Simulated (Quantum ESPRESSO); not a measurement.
# CaSe (Fm-3m) in Quantum ESPRESSO: single point with PBEsol

Aim: the single point of CaSe with PBEsol.

Program: Quantum ESPRESSO 7.5. These are calculated values, not measurements. Logs are shortened: lines on timing, memory, paths and dates and some standing lists are left out, and cuts for length are marked.

**The experiment to reproduce.**

From a printed reference work, monograph, original work of 1988, for a bulk crystal of CaSe at 2 K: band gap 3.85 eV (indirect).

How close the calculation comes is told below.

### Step 1. Starting point

It takes space group Fm-3m (No. 225, cubic). The conventional cell has a = 5.912 Å, b = 5.912 Å, c = 5.912 Å, α = 90.00°, β = 90.00°, γ = 90.00°. Around Se (site symmetry m-3m) lie 6 Ca at 2.96 Å. Ca (site symmetry m-3m) has 6 Se at 2.96 Å as nearest neighbours.

### Step 2. Single point, PBEsol

File scf.in:

```
&CONTROL
  calculation = 'scf'
  prefix = 'pwscf'
  outdir = './tmp'
  pseudo_dir = './pseudo'
/
&SYSTEM
  ibrav = 0
  nat = 2
  ntyp = 2
  ecutwfc = 86
  nbnd = 20
  occupations = 'smearing'
  smearing = 'fd'
  degauss = 0.00367493
  force_symmorphic = .true.
/
&ELECTRONS
  conv_thr = 4d-10
  electron_maxstep = 120
  mixing_beta = 0.5
/
ATOMIC_SPECIES
Se    78.9710 Se.upf
Ca    40.0780 Ca.upf
CELL_PARAMETERS angstrom
   0.0000000000    2.9560000000    2.9560000000
   2.9560000000    0.0000000000    2.9560000000
   2.9560000000    2.9560000000    0.0000000000
ATOMIC_POSITIONS crystal
Se     0.5000000000    0.5000000000    0.5000000000
Ca     0.0000000000    0.0000000000    0.0000000000
K_POINTS automatic
10 10 10 0 0 0
```

File nscf.in:

```
&CONTROL
  calculation = 'nscf'
  prefix = 'pwscf'
  outdir = './tmp'
  pseudo_dir = './pseudo'
/
&SYSTEM
  ibrav = 0
  nat = 2
  ntyp = 2
  ecutwfc = 86
  nbnd = 33
  occupations = 'fixed'
  force_symmorphic = .true.
/
&ELECTRONS
  conv_thr = 1d-08
  diago_full_acc = .true.
  diago_thr_init = 1d-06
/
ATOMIC_SPECIES
Se    78.9710 Se.upf
Ca    40.0780 Ca.upf
CELL_PARAMETERS angstrom
   0.0000000000    2.9560000000    2.9560000000
   2.9560000000    0.0000000000    2.9560000000
   2.9560000000    2.9560000000    0.0000000000
ATOMIC_POSITIONS crystal
Se     0.5000000000    0.5000000000    0.5000000000
Ca     0.0000000000    0.0000000000    0.0000000000
K_POINTS automatic
10 10 10 0 0 0
```

Potentials or basis: PseudoDojo 0.4.1 SR PBEsol standard.

Run with:

```bash
$ OMP_NUM_THREADS=1 pw.x -in scf.in > scf.out
$ OMP_NUM_THREADS=1 pw.x -in nscf.in > nscf.out
```

scf.out:

```text
This program is part of the open-source Quantum ESPRESSO suite
     for quantum simulation of materials; please cite
[... 9 lines left out ...]
     --------------------
     sticks:   dense  smooth     PW     G-vecs:    dense   smooth      PW
     Sum        1483    1483    433                37461    37461    5961

     Using Slab Decomposition

     bravais-lattice index     =            0
     lattice parameter (alat)  =       7.8998  a.u.
     unit-cell volume          =     348.6100 (a.u.)^3
     number of atoms/cell      =            2
     number of atomic types    =            2
     number of electrons       =        26.00
     number of Kohn-Sham states=           20
     kinetic-energy cutoff     =      86.0000  Ry
     charge density cutoff     =     344.0000  Ry
     scf convergence threshold =      4.0E-10
     mixing beta               =       0.5000
     number of iterations used =            8  plain     mixing
     Exchange-correlation= PBESOL
                           (   1   4  10   8   0   0   0)

     celldm(1)=   7.899840  celldm(2)=   0.000000  celldm(3)=   0.000000
     celldm(4)=   0.000000  celldm(5)=   0.000000  celldm(6)=   0.000000

     crystal axes: (cart. coord. in units of alat)
               a(1) = (   0.000000   0.707107   0.707107 )
               a(2) = (   0.707107   0.000000   0.707107 )
               a(3) = (   0.707107   0.707107   0.000000 )

     reciprocal axes: (cart. coord. in units 2 pi/alat)
               b(1) = ( -0.707107  0.707107  0.707107 )
               b(2) = (  0.707107 -0.707107  0.707107 )
               b(3) = (  0.707107  0.707107 -0.707107 )

     PseudoPot. # 1 for Se read from file:
     Se.upf
     Pseudo is Norm-conserving + core correction, Zval = 16.0
     Generated using ONCVPSP code by D. R. Hamann
     Using radial grid of 1198 points,  6 beta functions with:
                l(1) =   0
                l(2) =   0
                l(3) =   1
                l(4) =   1
                l(5) =   2
                l(6) =   2

     PseudoPot. # 2 for Ca read from file:
     Ca.upf
     Pseudo is Norm-conserving + core correction, Zval = 10.0
     Generated using ONCVPSP code by D. R. Hamann
     Using radial grid of 1746 points,  6 beta functions with:
                l(1) =   0
                l(2) =   0
                l(3) =   1
                l(4) =   1
                l(5) =   2
                l(6) =   2

     atomic species   valence    mass     pseudopotential
     Se               16.00    78.97100     Se( 1.00)
     Ca               10.00    40.07800     Ca( 1.00)

     48 Sym. Ops., with inversion, found

   Cartesian axes

     site n.     atom                  positions (alat units)
         1        Se     tau(   1) = (   0.7071068   0.7071068   0.7071068  )
         2        Ca     tau(   2) = (   0.0000000   0.0000000   0.0000000  )

     number of k points=    47  Fermi-Dirac smearing, width (Ry)=  0.0037
                       cart. coord. in units 2pi/alat
        k(    1) = (   0.0000000   0.0000000   0.0000000), wk =   0.0020000
        k(    2) = (   0.0707107   0.0707107  -0.0707107), wk =   0.0160000
        k(    3) = (   0.1414214   0.1414214  -0.1414214), wk =   0.0160000
        k(    4) = (   0.2121320   0.2121320  -0.2121320), wk =   0.0160000
        k(    5) = (   0.2828427   0.2828427  -0.2828427), wk =   0.0160000
        k(    6) = (  -0.3535534  -0.3535534   0.3535534), wk =   0.0080000
[... 39 lines left out ...]
        k(   46) = (  -0.0707107  -0.3535534   0.6363961), wk =   0.0480000
        k(   47) = (  -0.7071068   0.2828427   0.0000000), wk =   0.0240000

     Dense  grid:    37461 G-vectors     FFT dimensions: (  48,  48,  48)

     Initial potential from superposition of free atoms

     starting charge      25.9953, renormalised to      26.0000
     Starting wfcs are   14 randomized atomic wfcs +    6 random wfcs

     Self-consistent Calculation

     iteration #  1     ecut=    86.00 Ry     beta= 0.50
     Davidson diagonalization with overlap
     ethr =  1.00E-02,  avg # of iterations =  8.2

     Threshold (ethr) on eigenvalues was too large:
     Diagonalizing with lowered threshold

     Davidson diagonalization with overlap
     ethr =  1.41E-04,  avg # of iterations =  4.0

     total energy              =    -319.79990190 Ry
     estimated scf accuracy    <       0.03602320 Ry

     iteration #  2     ecut=    86.00 Ry     beta= 0.50
     Davidson diagonalization with overlap
     ethr =  1.39E-04,  avg # of iterations =  2.0
[... 36 lines left out ...]
     total energy              =    -319.80539897 Ry
     estimated scf accuracy    <       0.00000003 Ry

     iteration #  8     ecut=    86.00 Ry     beta= 0.50
     Davidson diagonalization with overlap
     ethr =  1.05E-10,  avg # of iterations =  2.0

     End of self-consistent calculation

          k = 0.0000 0.0000 0.0000 (  4645 PWs)   bands (ev):

   -38.6802 -38.6802 -38.6723 -38.6723 -38.6723 -32.2584 -13.3256 -13.3256
   -13.3256  -4.5268   7.3052   7.3052   7.3052  10.4980  10.9624  10.9624
    10.9624  11.5624  11.5624  16.8485

          k = 0.0707 0.0707-0.0707 (  4699 PWs)   bands (ev):

   -38.6802 -38.6802 -38.6723 -38.6722 -38.6722 -32.2577 -13.3372 -13.3263
   -13.3263  -4.4659   6.7565   7.1422   7.1422  10.8019  11.1050  11.1050
    11.2746  11.8283  11.8283  17.0235
[... 163 lines left out ...]
          k = 0.0000-0.5657 0.5657 (  4700 PWs)   bands (ev):

   -38.6804 -38.6802 -38.6723 -38.6721 -38.6721 -32.2489 -13.4016 -13.3792
   -13.3535  -3.8859   4.9172   5.5059   6.2288  10.1371  12.9434  12.9882
    13.1321  13.1379  13.4656  16.7166

          k =-0.7071 0.0000 0.0000 (  4720 PWs)   bands (ev):

   -38.6804 -38.6801 -38.6723 -38.6721 -38.6721 -32.2487 -13.4113 -13.3599
   -13.3599  -3.9429   4.7463   6.3588   6.3588   9.2427  12.2622  12.3448
    13.3302  13.3456  13.3456  17.3017

          k = 0.2828 0.1414 0.0000 (  4707 PWs)   bands (ev):

   -38.6803 -38.6802 -38.6723 -38.6722 -38.6722 -32.2545 -13.3765 -13.3412
   -13.3309  -4.1956   5.3294   6.5979   6.6047  10.6644  11.6524  12.0315
    12.0326  12.7535  14.1746  16.7967

          k = 0.3536 0.2121-0.0707 (  4692 PWs)   bands (ev):

   -38.6803 -38.6802 -38.6722 -38.6722 -38.6722 -32.2526 -13.4011 -13.3481
   -13.3335  -4.0291   4.8049   6.1852   6.3406  10.9130  12.0718  12.5351
    12.6176  13.2666  14.6837  15.9411
[... 55 lines left out ...]
          k =-0.0000-0.4243 0.5657 (  4697 PWs)   bands (ev):

   -38.6804 -38.6802 -38.6722 -38.6721 -38.6721 -32.2491 -13.3938 -13.3891
   -13.3513  -3.8491   5.0264   5.1744   6.0093  11.1245  12.3344  12.8027
    13.1849  13.2764  14.8027  16.4494

          k =-0.7071 0.1414 0.0000 (  4692 PWs)   bands (ev):

   -38.6804 -38.6801 -38.6723 -38.6721 -38.6721 -32.2487 -13.4064 -13.3648
   -13.3622  -3.9119   4.8324   6.0553   6.0707   9.7918  12.3699  12.9979
    13.1155  13.3263  13.3476  16.9753

          k =-0.1414-0.4243 0.7071 (  4700 PWs)   bands (ev):

   -38.6804 -38.6802 -38.6722 -38.6721 -38.6721 -32.2494 -13.4023 -13.3737
   -13.3537  -3.8679   4.8314   5.5985   5.8986  11.0794  12.2986  12.5553
    13.2425  13.4323  14.7913  15.9494

          k =-0.0707-0.3536 0.6364 (  4694 PWs)   bands (ev):

   -38.6804 -38.6802 -38.6722 -38.6722 -38.6721 -32.2490 -13.3966 -13.3806
   -13.3581  -3.8489   5.0075   5.3545   5.8143  11.6706  11.6787  12.7440
    13.1000  13.3017  15.6063  15.9169

          k =-0.7071 0.2828 0.0000 (  4694 PWs)   bands (ev):

   -38.6804 -38.6802 -38.6722 -38.6721 -38.6721 -32.2488 -13.3935 -13.3776
   -13.3660  -3.8607   5.0938   5.5257   5.6709  10.9936  12.2775  12.4889
    13.0667  13.3509  14.9483  16.7019

     the Fermi energy is     8.2305 ev

!    total energy              =    -319.80539897 Ry
     estimated scf accuracy    <          7.0E-11 Ry
     smearing contrib. (-TS)   =      -0.00000000 Ry
     internal energy E=F+TS    =    -319.80539897 Ry

     The total energy is F=E-TS. E is the sum of the following terms:
     one-electron contribution =    -170.52241854 Ry
     hartree contribution      =      90.61501170 Ry
     xc contribution           =     -62.58733761 Ry
     ewald contribution        =    -177.31065453 Ry

     convergence has been achieved in   8 iterations

=------------------------------------------------------------------------------=
   JOB DONE.
=------------------------------------------------------------------------------=
```

nscf.out:

```text
This program is part of the open-source Quantum ESPRESSO suite
     for quantum simulation of materials; please cite
         "P. Giannozzi et al., J. Phys.:Condens. Matter 21 395502 (2009);
         "P. Giannozzi et al., J. Phys.:Condens. Matter 29 465901 (2017);
         "P. Giannozzi et al., J. Chem. Phys. 152 154105 (2020);
[... 511 lines left out ...]
    21.8086  24.3596  26.5772  26.6533  27.1078  27.4697  28.7215  28.9548
    30.0030

     highest occupied, lowest unoccupied level (ev):     7.3052    9.2427

=------------------------------------------------------------------------------=
   JOB DONE.
=------------------------------------------------------------------------------=
```

Run time: 2 min. Hardware: 1 thread of AMD EPYC 7R43 (Zen 3), shared host; peak memory 0.12 GiB.

What came out:

| Quantity | Value |
| --- | --- |
| Band gap on the k mesh, mean-field level | 1.94 eV, indirect (least direct gap 2.88 eV) |

Levels at points of the mesh, in eV from the valence-band top:
```tsv
k point	band 11	band 12	band 13	band 14	band 15	band 16
(0.00, 0.00, 0.00)	0.00	0.00	0.00	3.19	3.66	3.66
(0.00, 0.00, -0.50)	-3.33	-1.21	-1.21	4.39	5.45	5.49
(0.00, -0.50, -0.50)	-2.56	-0.95	-0.95	1.94	4.96	5.04
```

### Step 3. Comparison with measurements

Step 2. A measured gap of CaSe is 3.85 eV (indirect; 2 K; a printed reference work, monograph, original work of 1988); the calculated 1.94 eV misses it by -1.91 eV. Spin-orbit coupling on Se is left out. The value is that of PBEsol on a finite k mesh, which can miss the band edges, without temperature or zero-point motion. Semilocal functionals fall short of measured gaps as a rule.
